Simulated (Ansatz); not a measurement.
# Ge (Fmmm) in Ansatz: a series of runs

Runs on Ge. Level: r2SCAN. Tasks: single point, equation of state.

All numbers are computed with Ansatz 0.2.0; they aren't measurements. Logs are shortened: lines on timing, memory, paths and dates and some standing lists are left out, and cuts for length are marked.

**1. The crystal as given**

Symmetry: Fmmm, No. 69, orthorhombic system. Conventional cell: a = 5.261 Å, b = 5.771 Å, c = 10.231 Å, α = 90.00°, β = 90.00°, γ = 90.00°. Ge (site symmetry m2m) is surrounded by 5 Ge at 2.61 to 2.73 Å. Around Ge (site symmetry mm2) lie 6 Ge at 2.71 to 2.96 Å.

This isn't the form of Ge at room conditions, which is diamond.

**2. Single point, r2SCAN, 18.25 Å³/atom (volume scaled by 0.94)**

File input.yaml:

```yaml
crystal:
  lattice:
    - [0.0, 2.8268308174, 5.0112343708]
    - [2.5767983202, 0.0, 5.0112343708]
    - [2.5767983202, 2.8268308174, 0.0]
  atoms:
    - { symbol: Ge, position: [0.72649, 0.27351, 0.72649] }
    - { symbol: Ge, position: [0.27351, 0.72649, 0.27351] }
    - { symbol: Ge, position: [0.218133, 0.218133, 0.781867] }
    - { symbol: Ge, position: [0.781867, 0.781867, 0.218133] }
hamiltonian:
  xc: r2scan
  pseudopotentials: { kind: paw }
kpoints:
  mp_grid: { grid: [7, 7, 7] }
scf:
  occupations: { method: fermi_dirac, width: 0.05 }
output:
  forces: true
  stress: true
  eigenvalues: true
```

Potentials or basis: Ansatz PAW.

On the command line:

```sh
$ ansatz run input.yaml --threads 2 --pin off --max-ram 5632MiB --backend cpu --events-out ev --progress --plain --runs-dir out
```

Output:

```text
Warning: RAYON_NUM_THREADS=2 ignored (pool sized by the plan → 2); use --threads N
Engine: ansatz 0.2.0, aarch64-unknown-linux-gnu
Pseudopotentials: kind: paw
Pseudopotential: Ge, paw, valence charge 14, recommended cutoff 500 eV (meta_gga), Ge.paw.azcp
Functional definition: r2SCAN
  parameter k0 = 0.174
  parameter k1 = 0.065
  parameter a1 = 4.9479
  exchange = r2scan_x(k0 = k0, k1 = k1, a1 = a1)
  correlation = r2scan_c
Crystal: 4 atoms, lattice volume = 73.005 Å³
Basis set: ecut = 500 eV, 1841 PW (Γ), exchange–correlation on 180×180×120 points (64 copies of the dense FFT grid, shifted against one another)
Bands: 34, of which v1, the nominal top of the filled ones, is band 28 counted from 1 (27 counted from 0)
Symmetry: 8 space group operations
Space group: Fmmm (ITA 69), of the structure as read, at distance tolerance 4.2e-5 Å
k-points: 64 of 343
Non-local potential: Ge, projectors of the file, l = 0: 2, l = 1: 2, l = 2: 3, l = 3: 1
PAW form: soft (Blöchl's): semilocal exchange-correlation on the pseudo side does not see the compensation charge
PAW frozen core: Ge, regenerated for the run's functional (the file was generated under x = pbe(κ = 0.804, μ = 0.2195149727645171), c = pbe(β = 0.06672455060314922))
PAW one-centre angular grid: Ge, 590 points (default); XC on 160 Gauss nodes
Initial density: superposition of atomic densities (neutral atoms: chi_scale 0, normalization atom), corrected by the library's trained network
Initial wavefunctions: pseudopotential atomic-orbital guess
Functional: x = r2scan, c = r2scan; τ floored in thin density (d = 2e-4 eV/Å³)
SCF iter   1: F=—  HF=-17210.102212 eV  |F-HF|=—  |Δ(HF+E_count)|=         —  Δρ=7.11e-3  dr2=1.22e-2  dr2_τ=4.28e-3  ethr=1.77e-3  ⟨swp⟩=5.9  Hψ=8200  notcnv=0  defer=11
preconditioner: auto → Kerker (q_TF=auto, 2.610 Å⁻¹)  [metal: Δε(μ)=0.054 eV  Ē_g=23.585 eV  σ=0.050 eV  W_gap=0.26  n_scr=28 (ndim 8)  ℏωp=32.5 eV  f_vac=0.000  D(μ)=1.22/eV (n_scr^D=2)]
SCF iter   2: F=—  HF=-17210.158922 eV  |F-HF|=—  |Δ(HF+E_count)|=   5.67e-2  Δρ=2.67e-3  dr2=2.51e-3  dr2_τ=4.62e-5  ethr=2.17e-5  ⟨swp⟩=2.0  Hψ=4808  notcnv=0  defer=56
SCF iter   3: F=—  HF=-17210.160152 eV  |F-HF|=—  |Δ(HF+E_count)|=   1.23e-3  Δρ=1.76e-3  dr2=1.29e-3  dr2_τ=1.45e-5  ethr=4.49e-6  ⟨swp⟩=1.0  Hψ=2120  notcnv=0  defer=56
SCF iter   4: F=—  HF=-17210.160737 eV  |F-HF|=—  |Δ(HF+E_count)|=   5.84e-4  Δρ=7.69e-4  dr2=2.59e-4  dr2_τ=3.17e-6  ethr=2.30e-6  ⟨swp⟩=1.2  Hψ=2141  notcnv=0  defer=56
SCF iter   5: F=—  HF=-17210.160856 eV  |F-HF|=—  |Δ(HF+E_count)|=   1.19e-4  Δρ=1.67e-4  dr2=1.36e-5  dr2_τ=1.32e-7  ethr=4.63e-7  ⟨swp⟩=2.0  Hψ=2629  notcnv=0  defer=56
SCF iter   6: F=—  HF=-17210.160859 eV  |F-HF|=—  |Δ(HF+E_count)|=   3.64e-6  Δρ=2.63e-5  dr2=5.31e-7  dr2_τ=5.75e-9  ethr=2.42e-8  ⟨swp⟩=2.0  Hψ=3916  notcnv=0  defer=56
SCF iter   7: F=-17210.160859 eV  HF=-17210.160859 eV  |F-HF|=4.76e-9  |Δ(HF+E_count)|=   6.39e-8  Δρ=5.96e-6  dr2=3.22e-8  dr2_τ=1.77e-10  ethr=1.79e-10  ⟨swp⟩=7.2  Hψ=8117  notcnv=0
SCF 1 converged in 7 iterations: F = -17210.160859 eV  dr2 = 3.22e-8
SCF converged after 7 iterations
Free energy (F): -17210.160859 eV
Harris-Foulkes:  -17210.160859 eV  (|F-HF|=4.76e-9)
Internal energy: -17210.150723 eV  (E = F + TS)
E sigma→0 (E₀):  -17210.155791 eV
Entropy (-TS):   -0.010136 eV (-2.534 meV/atom)
Fermi energy:    11.313279 eV
--- Per-component energies (eV) ---
  E_band       = -469.388165
  E_kinetic    = 443.667300
  E_local      = -8549.864411  (includes V_loc(G=0)·N_el)
  E_nonlocal   = 1672.489754
  E_hartree    = 3754.564383
  E_xc         = -277.257752
  E_vxc        = -273.239388  (∫ρ·V_xc dr)
  E_paw        = -8128.317332  (= ΣΔE_a)
  E_vpaw       = -1287.110240  (= ΣTr[D̂ρ^β])
  E_aug_tail   = 0.000054  (compensation charges beyond the density's cutoff)
  E_vtau       = 15.552928  (kinetic-family band-sum trace: ∫τ·v_τ [+ j·A + Jᵃ·Aᵃ] dr)
  E_ewald      = -6121.089657
  E_core_change = -4.343063  (= ΣΔE_core)
  E_smearing   = -0.010136  (= −TS)
  E_closure    = -0.000000  (closes the sum)
  Σ components = -17210.160859   (vs F -17210.160859, Δ=0.00e0)
--- Forces (eV/Å), atoms counted from 1 ---
  atom   1  Ge     0.00000000    -0.00954532     0.00000000
  atom   2  Ge     0.00000000     0.00954532     0.00000000
  atom   3  Ge     0.00000000     0.00000000     0.00938943
  atom   4  Ge     0.00000000     0.00000000    -0.00938943
  max |Σ_I F_I| component: 0.00e0 eV/Å
--- Stress (GPa, compression-positive) ---
        1.669064       0.000000       0.000000
        0.000000       2.834699       0.000000
        0.000000       0.000000       2.220398
  P = ⅓ Tr σ = 2.2414 GPa (22.414 kbar)
--- Band table (eV; the first three rows and the last of 64) ---
  k-point 0: bands = ["-14.1770", "-14.1174", "-14.0741", "-14.0610", "-14.0563", "-14.0490", "-14.0485", "-14.0364", "-13.9947", "-13.9814", "-13.9495", "-13.9491", "-13.9058", "-13.8938", "-13.8869", "-13.8695", "-13.8681", "-13.8567", "-13.8167", "-13.7632", "-2.7869", "2.4342", "4.5679", "7.7359", "8.5977", "8.6119", "9.0273", "9.1387", "9.4501", "14.5625", "15.3960", "15.8752", "18.3354", "19.1396"]
  k-point 1: bands = ["-14.1621", "-14.1096", "-14.0742", "-14.0583", "-14.0506", "-14.0485", "-14.0462", "-14.0200", "-13.9923", "-13.9785", "-13.9547", "-13.9418", "-13.9075", "-13.8988", "-13.8935", "-13.8779", "-13.8727", "-13.8659", "-13.8221", "-13.7787", "-2.5386", "2.3563", "4.8587", "6.0033", "7.0445", "8.8846", "9.4325", "10.3300", "10.8765", "14.6064", "15.5597", "16.4945", "17.3156", "17.8309"]
  k-point 2: bands = ["-14.1207", "-14.0880", "-14.0782", "-14.0613", "-14.0409", "-14.0322", "-14.0216", "-13.9945", "-13.9846", "-13.9747", "-13.9626", "-13.9298", "-13.9210", "-13.9136", "-13.9032", "-13.8946", "-13.8894", "-13.8853", "-13.8373", "-13.8179", "-1.7947", "2.3756", "3.2501", "5.0225", "6.9427", "9.2138", "10.1347", "11.6638", "12.4767", "12.9353", "14.8432", "15.4195", "17.0646", "17.7486"]
  k-point 63: bands = ["-14.1532", "-14.0953", "-14.0699", "-14.0566", "-14.0402", "-14.0271", "-14.0170", "-14.0148", "-13.9911", "-13.9760", "-13.9554", "-13.9471", "-13.9323", "-13.9063", "-13.9058", "-13.8973", "-13.8875", "-13.8691", "-13.8317", "-13.7809", "-1.2678", "-0.7676", "4.6950", "7.1819", "8.9892", "10.0915", "11.1400", "11.5849", "12.1940", "12.6675", "13.6044", "15.0150", "16.2869", "16.7787"]
```

It took 13 s on 2 threads of Arm Neoverse V1, shared host; peak memory 0.71 GiB.

Results:

```
Free energy            : -17210.1609 eV
Pressure               : 2.2 GPa
Largest force          : 0.010 eV/Å
Band gap on the k mesh : none (metal or under the smearing width)
```

Caveat: the PAW data sets come from PBE, with cores solved anew for the run's functional, which leaves a small shift of forces and pressure.

**3. Single point, r2SCAN, 18.64 Å³/atom (volume scaled by 0.96)**

input.yaml, as its differences from that of step 2:

```diff
@@ -2,5 +2,5 @@
   lattice:
-    - [0.0, 2.8268308174, 5.0112343708]
-    - [2.5767983202, 0.0, 5.0112343708]
-    - [2.5767983202, 2.8268308174, 0.0]
+    - [0.0, 2.8467387326, 5.0465259165]
+    - [2.5949453852, 0.0, 5.0465259165]
+    - [2.5949453852, 2.8467387326, 0.0]
   atoms:
```

Potentials or basis: Ansatz PAW.

On the command line:

```sh
$ ansatz run input.yaml --threads 2 --pin off --max-ram 5632MiB --backend cpu --events-out ev --progress --plain --runs-dir out
```

Run time: 14 s. Hardware: 2 threads of Arm Neoverse V1, shared host; peak memory 0.71 GiB.

It converged, with:

```yaml
Free_energy: -17210.1739 eV
Pressure: 0.5 GPa
Largest_force: 0.013 eV/Å
Band_gap_on_the_k_mesh: none (metal or under the smearing width)
```

Caveat: the PAW data sets come from PBE, with cores solved anew for the run's functional, which leaves a small shift of forces and pressure.

**4. Single point, r2SCAN, 19.03 Å³/atom (volume scaled by 0.98)**

input.yaml, as its differences from that of step 3:

```diff
@@ -2,5 +2,5 @@
   lattice:
-    - [0.0, 2.8467387326, 5.0465259165]
-    - [2.5949453852, 0.0, 5.0465259165]
-    - [2.5949453852, 2.8467387326, 0.0]
+    - [0.0, 2.8663720339, 5.0813306433]
+    - [2.6128421258, 0.0, 5.0813306433]
+    - [2.6128421258, 2.8663720339, 0.0]
   atoms:
@@ -21 +21,5 @@
   eigenvalues: true
+  write_density: true
+  write_potential: true
+  elf: true
+  volumetric_format: npy
```

On the command line:

```sh
$ ansatz run input.yaml --threads 2 --pin off --max-ram 5632MiB --backend cpu --events-out ev --progress --plain --runs-dir out
```

It took 17 s on 2 threads of Arm Neoverse V1, shared host; peak memory 0.7 GiB.

Results (log left out):

```
Free energy            : -17210.1709 eV
Pressure               : -1.1 GPa
Largest force          : 0.032 eV/Å
Band gap on the k mesh : none (metal or under the smearing width)
```

Caveat: the PAW data sets come from PBE, with cores solved anew for the run's functional, which leaves a small shift of forces and pressure.

**5. Single point, r2SCAN, 19.42 Å³/atom**

input.yaml, as its differences from that of step 4:

```diff
@@ -2,5 +2,5 @@
   lattice:
-    - [0.0, 2.8663720339, 5.0813306433]
-    - [2.6128421258, 0.0, 5.0813306433]
-    - [2.6128421258, 2.8663720339, 0.0]
+    - [0.0, 2.88574, 5.115665]
+    - [2.630497, 0.0, 5.115665]
+    - [2.630497, 2.88574, 0.0]
   atoms:
```

On the command line:

```sh
$ ansatz run input.yaml --threads 2 --pin off --max-ram 5632MiB --backend cpu --events-out ev --progress --plain --runs-dir out
```

Wall time 18 s (2 threads of Arm Neoverse V1, shared host); peak memory 0.7 GiB.

The run converged. Its results:

```yaml
Free_energy: -17210.1539 eV
Pressure: -2.4 GPa
Largest_force: 0.048 eV/Å
Band_gap_on_the_k_mesh: none (metal or under the smearing width)
```

Caveat: the PAW data sets come from PBE, with cores solved anew for the run's functional, which leaves a small shift of forces and pressure.

**6. Single point, r2SCAN, 19.80 Å³/atom (volume scaled by 1.02)**

input.yaml, as its differences from that of step 5:

```diff
@@ -2,5 +2,5 @@
   lattice:
-    - [0.0, 2.88574, 5.115665]
-    - [2.630497, 0.0, 5.115665]
-    - [2.630497, 2.88574, 0.0]
+    - [0.0, 2.9048514179, 5.1495445635]
+    - [2.6479180176, 0.0, 5.1495445635]
+    - [2.6479180176, 2.9048514179, 0.0]
   atoms:
```

Potentials or basis: Ansatz PAW.

On the command line:

```sh
$ ansatz run input.yaml --threads 2 --pin off --max-ram 5632MiB --backend cpu --events-out ev --progress --plain --runs-dir out
```

Run time: 18 s. Hardware: 2 threads of Arm Neoverse V1, shared host; peak memory 0.71 GiB.

Results (log left out):

```yaml
Free_energy: -17210.1243 eV
Pressure: -3.6 GPa
Largest_force: 0.063 eV/Å
Band_gap_on_the_k_mesh: none (metal or under the smearing width)
```

Caveat: the PAW data sets come from PBE, with cores solved anew for the run's functional, which leaves a small shift of forces and pressure.

**7. Single point, r2SCAN, 20.19 Å³/atom (volume scaled by 1.04)**

input.yaml, as its differences from that of step 6:

```diff
@@ -2,5 +2,5 @@
   lattice:
-    - [0.0, 2.9048514179, 5.1495445635]
-    - [2.6479180176, 0.0, 5.1495445635]
-    - [2.6479180176, 2.9048514179, 0.0]
+    - [0.0, 2.923714618, 5.1829841015]
+    - [2.6651127723, 0.0, 5.1829841015]
+    - [2.6651127723, 2.923714618, 0.0]
   atoms:
@@ -21,5 +21 @@
   eigenvalues: true
-  write_density: true
-  write_potential: true
-  elf: true
-  volumetric_format: npy
```

On the command line:

```sh
$ ansatz run input.yaml --threads 2 --pin off --max-ram 5632MiB --backend cpu --events-out ev --progress --plain --runs-dir out
```

It took 15 s on 2 threads of Arm Neoverse V1, shared host; peak memory 0.72 GiB.

It converged, with:

- Free energy: -17210.0838 eV
- Pressure: -4.7 GPa
- Largest force: 0.076 eV/Å
- Band gap on the k mesh: none (metal or under the smearing width)

Caveat: the PAW data sets come from PBE, with cores solved anew for the run's functional, which leaves a small shift of forces and pressure.

**8. Single point, r2SCAN, 20.58 Å³/atom (volume scaled by 1.06)**

input.yaml, as its differences from that of step 7:

```diff
@@ -2,5 +2,5 @@
   lattice:
-    - [0.0, 2.923714618, 5.1829841015]
-    - [2.6651127723, 0.0, 5.1829841015]
-    - [2.6651127723, 2.923714618, 0.0]
+    - [0.0, 2.9423375062, 5.2159976292]
+    - [2.6820884705, 0.0, 5.2159976292]
+    - [2.6820884705, 2.9423375062, 0.0]
   atoms:
@@ -21 +21,5 @@
   eigenvalues: true
+  write_density: true
+  write_potential: true
+  elf: true
+  volumetric_format: npy
```

On the command line:

```sh
$ ansatz run input.yaml --threads 2 --pin off --max-ram 5632MiB --backend cpu --events-out ev --progress --plain --runs-dir out
```

It took 19 s on 2 threads of Arm Neoverse V1, shared host; peak memory 0.71 GiB.

It converged, with:

| Quantity | Value |
| --- | --- |
| Free energy | -17210.0332 eV |
| Pressure | -5.7 GPa |
| Largest force | 0.088 eV/Å |
| Band gap on the k mesh | none (metal or under the smearing width) |

Caveat: the PAW data sets come from PBE, with cores solved anew for the run's functional, which leaves a small shift of forces and pressure.

**9. Equation of state, r2SCAN**

Potentials or basis: Ansatz PAW.

This step only gathers the single runs of the series.

Results:

```yaml
Equilibrium_volume: 18.76 Å³/atom
Bulk_modulus_at_fixed_shape_and_positions: 76 GPa
Pressure_derivative_of_the_bulk_modulus: 4.8
```

Energy against volume, from the lowest point:
```csv
volume (Å³/atom),energy (meV/atom)
18.251,3.26
18.640,0.00
19.028,0.74
19.416,5.01
19.805,12.39
20.193,22.54
20.581,35.16
```

Caveat: the cell was scaled at fixed shape and fractional positions, which overstates the stiffness of a crystal with free parameters, most of all of layers and chains; the PAW data sets were made with another functional, which shifts forces and pressure a little.
